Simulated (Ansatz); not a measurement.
Here is an Ansatz 0.2.0 calculation.

The input input.yaml:

```yaml
crystal:
  lattice:
    - [0.0, 2.7218511865, 2.7218511865]
    - [2.7218511865, 0.0, 2.7218511865]
    - [2.7218511865, 2.7218511865, 0.0]
  atoms:
    - { symbol: Si, position: [0.5, 0.5, 0.5] }
    - { symbol: Si, position: [0.75, 0.75, 0.75] }
hamiltonian:
  xc: pbe
  pseudopotentials: { kind: paw, partial_waves: polarizable }
kpoints:
  mp_grid: { grid: [8, 8, 8] }
  band_path:
    path:
      - [[0.0, 0.0, 0.0], [0.5, 0.0, 0.5], [0.5, 0.25, 0.75], [0.375, 0.375, 0.75], [0.0, 0.0, 0.0], [0.5, 0.5, 0.5], [0.625, 0.25, 0.625], [0.5, 0.25, 0.75], [0.5, 0.5, 0.5], [0.375, 0.375, 0.75]]
      - [[0.625, 0.25, 0.625], [0.5, 0.0, 0.5]]
    npoints: 14
scf:
  occupations: { method: fermi_dirac, width: 0.05 }
  n_extra_bands: 6
output:
  forces: true
  stress: true
  eigenvalues: true
  fatbands: false
```

Potentials or basis: Ansatz PAW polarizable.

Command:

```bash
$ ansatz run input.yaml --threads 2 --pin off --max-ram 5120MiB --backend cpu --events-out ev --progress --plain --runs-dir out
```

Problem. Estimate the band gap on the k mesh.

Solution. 0.63 eV, indirect (least direct gap 2.56 eV).

Problem. What does it give for the band gap along the path?

Solution. 0.58 eV, indirect (least direct gap 2.56 eV).

Problem. Estimate the pressure.

Solution. 1.3 GPa.

Levels at the corners of the path, in eV from the valence-band top:
```tsv
point	band 1	band 2	band 3	band 4	band 5	band 6	band 7	band 8
Γ	-11.91	0.00	0.00	0.00	2.56	2.56	2.56	3.28
X	-7.79	-7.79	-2.83	-2.83	0.72	0.72	10.04	10.04
W	-7.63	-7.63	-3.82	-3.82	4.27	4.27	4.97	4.97
K	-8.21	-7.21	-4.27	-2.41	1.21	4.12	7.43	7.98
Γ	-11.91	0.00	0.00	0.00	2.56	2.56	2.56	3.28
L	-9.60	-6.94	-1.19	-1.19	1.51	3.34	3.34	7.71
U	-8.21	-7.21	-4.27	-2.41	1.21	4.12	7.43	7.98
W	-7.63	-7.63	-3.82	-3.82	4.27	4.27	4.97	4.97
L	-9.60	-6.94	-1.19	-1.19	1.51	3.34	3.34	7.71
K	-8.21	-7.21	-4.27	-2.41	1.21	4.12	7.43	7.98
U	-8.21	-7.21	-4.27	-2.41	1.21	4.12	7.43	7.98
X	-7.79	-7.79	-2.83	-2.83	0.72	0.72	10.04	10.04
```

PBE gaps usually lie below the measured ones, often by a third to a half.
